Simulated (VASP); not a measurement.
A run of VASP 6.6.1:

File POSCAR:

```
ZrN
1.0
    0.0000000000      2.3000000000      2.3000000000
    2.3000000000      0.0000000000      2.3000000000
    2.3000000000      2.3000000000      0.0000000000
Zr N
1 1
Direct
    0.5000000000      0.5000000000      0.5000000000
    0.0000000000      0.0000000000      0.0000000000
```

The input INCAR.step1:

```
AGGAC    = 1.0          
AGGAX    = 1.0          
ALDAC    = 0.0          
ALDAX    = 1.0          
ALGO     = Normal         # electronic algorithm
EDIFF    = 1E-7           # SCF threshold, eV
ENCUT    = 520            # plane-wave cutoff, eV
GGA      = B5             # functional
ISIF     = 2              # what is computed and relaxed
ISMEAR   = -1             # smearing method
LASPH    = T              # aspherical terms in the spheres
LCHARG   = T              # write CHGCAR
LMAXMIX  = 4              # l up to which the mixer works
LREAL    = F              # projectors in reciprocal space
LWAVE    = F              # write WAVECAR
NBANDS   = 16             # bands
NELM     = 80             # most SCF steps
PREC     = Accurate       # precision mode
SIGMA    = 0.05           # smearing width, eV
```

Contents of KPOINTS.step1:

```
k-points
0
Gamma
  10 10 10
```

The input INCAR.step2:

```
AGGAC    = 1.0          
AGGAX    = 1.0          
ALDAC    = 0.0          
ALDAX    = 1.0          
ALGO     = Normal         # electronic algorithm
EDIFF    = 1E-7           # SCF threshold, eV
ENCUT    = 520            # plane-wave cutoff, eV
GGA      = B5             # functional
ICHARG   = 11             # starting density
ISIF     = 2              # what is computed and relaxed
ISMEAR   = 0              # smearing method
LASPH    = T              # aspherical terms in the spheres
LCHARG   = F              # write CHGCAR
LMAXMIX  = 4              # l up to which the mixer works
LREAL    = F              # projectors in reciprocal space
LWAVE    = F              # write WAVECAR
NBANDS   = 16             # bands
NELM     = 80             # most SCF steps
PREC     = Accurate       # precision mode
SIGMA    = 0.05           # smearing width, eV
```

File KPOINTS.step2:

```
path GXWKGLUWLK,UX
20
line-mode
reciprocal
 0.0000000000  0.0000000000  0.0000000000  G
 0.5000000000  0.0000000000  0.5000000000  X

 0.5000000000  0.0000000000  0.5000000000  X
 0.5000000000  0.2500000000  0.7500000000  W

 0.5000000000  0.2500000000  0.7500000000  W
 0.3750000000  0.3750000000  0.7500000000  K

 0.3750000000  0.3750000000  0.7500000000  K
 0.0000000000  0.0000000000  0.0000000000  G

 0.0000000000  0.0000000000  0.0000000000  G
 0.5000000000  0.5000000000  0.5000000000  L

 0.5000000000  0.5000000000  0.5000000000  L
 0.6250000000  0.2500000000  0.6250000000  U

 0.6250000000  0.2500000000  0.6250000000  U
 0.5000000000  0.2500000000  0.7500000000  W

 0.5000000000  0.2500000000  0.7500000000  W
 0.5000000000  0.5000000000  0.5000000000  L

 0.5000000000  0.5000000000  0.5000000000  L
 0.3750000000  0.3750000000  0.7500000000  K

 0.6250000000  0.2500000000  0.6250000000  U
 0.5000000000  0.0000000000  0.5000000000  X
```

Potentials or basis: VASP PAW PBE potentials, release 64 (Zr_sv, N).

Run with:

```bash
$ cat potpaw_PBE.64/Zr_sv/POTCAR potpaw_PBE.64/N/POTCAR > POTCAR
$ cp INCAR.step1 INCAR
$ cp KPOINTS.step1 KPOINTS
$ mpirun -np 1 vasp_std > vasp.out
$ cp INCAR.step2 INCAR
$ cp KPOINTS.step2 KPOINTS
$ mpirun -np 1 vasp_std > vasp.out
```

Hardware: 1 thread of Intel(R) Xeon(R) 6975P-C (Granite Rapids), with other jobs on the host.

Question: How long does it take, and how much memory?

Answer: It took 28 s on 1 thread of Intel(R) Xeon(R) 6975P-C (Granite Rapids) (shared host), peak memory 0.19 GiB. Counts: scf iterations 8, k points 200.
